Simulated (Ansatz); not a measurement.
Sn:

```
CELL_PARAMETERS angstrom
-1.89465 1.89465 1.89465
1.89465 -1.89465 1.89465
1.89465 1.89465 -1.89465
ATOMIC_POSITIONS crystal
Sn 0.00000 0.00000 0.00000
```

This isn't the form of Sn at room conditions, which is tetragonal (white tin).

Base run:

| Property | Result |
| --- | --- |
| Program | Ansatz 0.2.0 |
| Functional | PBEsol |
| Potentials or basis | Ansatz PAW |
| Cutoff | 420 eV (not typed: the program's choice for these potentials) |
| k mesh | 10 × 10 × 10 |
| Occupations | fermi-dirac, width 0.05 eV |
| Spin | no spin polarisation |

Its results: band gap on the k mesh none (metal or under the smearing width); pressure -2.2 GPa.

The run is repeated on the same cell with these changes: functional from PBEsol to PBE; occupations from fermi-dirac, width 0.05 eV to gaussian, width 0.012 eV. What comes out?

Band gap on the k mesh none (metal or under the smearing width); pressure 0.7 GPa.

Caveats: spin-orbit coupling is left out, which moves the levels of the heavy elements (some runs); the PAW data sets come from PBE, with cores solved anew for the run's functional, which leaves a small shift of forces and pressure (some runs).
